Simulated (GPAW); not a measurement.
Wanted: an ASE script for a GPAW 26.7.0 run.

```yaml
Task: relaxation of cell and atoms
Functional: BLYP
Dispersion: D4
Potentials_or_basis: PAW data sets generated in the run's folder for this functional
Cutoff: 800 eV
Basis: pw
k_mesh: 10 × 10 × 10
Occupations: fermi-dirac, width 0.05 eV
Spin: no spin polarisation
Eigensolver: davidson
Maxiter: 150
Optimizer: LBFGS
Fmax: 0.02 eV/Å
Max_steps: 100
Convergence: density=1e-05 forces=0.0001
```

The structure of TiC lies in TiC.xyz:

```xyz
2
Lattice="3.0420856234 0.0000000000 0.0000000000 -1.5210428117 2.6345234303 0.0000000000 0.0000000000 0.0000000000 2.6979700000" Properties=species:S:1:pos:R:3 pbc="T T T"
Ti     0.0000000000      0.0000000000      1.3489850000
C     -0.0000000002      1.7563489536      0.0000000000
```

The cell was built by a generator and needn't be a form met in nature.

The input as run:

run.py

```python
from ase.calculators.mixing import SumCalculator
from ase.filters import FrechetCellFilter
from ase.io import read, write
from ase.optimize import LBFGS
from dftd4.ase import DFTD4
from gpaw import GPAW, PW, setup_paths

setup_paths.insert(0, '.')

atoms = read('TiC.xyz')

calc = GPAW(mode=PW(800),
            xc='BLYP',
            kpts={'size': (10, 10, 10), 'gamma': True},
            occupations={'name': 'fermi-dirac', 'width': 0.05},
            nbands=18,
            convergence={'density': 1e-05, 'forces': 0.0001},
            eigensolver='davidson',
            maxiter=150,
            txt='gpaw.txt')
atoms.calc = SumCalculator([calc, DFTD4(method='blyp')])
opt = LBFGS(FrechetCellFilter(atoms), trajectory='relax.traj', logfile='-')
done = opt.run(fmax=0.02, steps=100)
calc.write('gs.gpw')
write('result.traj', atoms)
print('Converged:', done)
print('Cell:', atoms.cell.cellpar().round(4))
print('Volume:', round(atoms.get_volume(), 4))
print(atoms.get_scaled_positions().round(5))
```

Potentials or basis: PAW data sets generated in the run's folder for this functional, pw.

Launch:

```console
$ gpaw-setup -f BLYP C Ti
$ OMP_NUM_THREADS=1 python run.py
```

Results of the run:

| Item | Value |
| --- | --- |
| Relaxed volume | 10.76 Å³/atom |
| Relaxed cell | a = 3.037 Å, b = 3.037 Å, c = 2.694 Å, α = 90.00°, β = 90.00°, γ = 120.00° |
| Space group after relaxing (to 0.05 Å) | P-6m2 (No. 187) |
| Energy gained by relaxing | 0.0 meV/atom |
| Ionic steps | 3 |
| Pressure after relaxing | 0.0 GPa |
| Band gap on the k mesh | none (metal or under the smearing width) |
| Dispersion energy per atom | -0.485 eV |

Caveat: later steps reuse the first step's grids; pairwise dispersion overbinds metals, which lowers pressure and volume.

Wall time 2.2 min on 1 thread of Arm Neoverse V1, with other jobs on the host, peak memory 0.32 GiB.
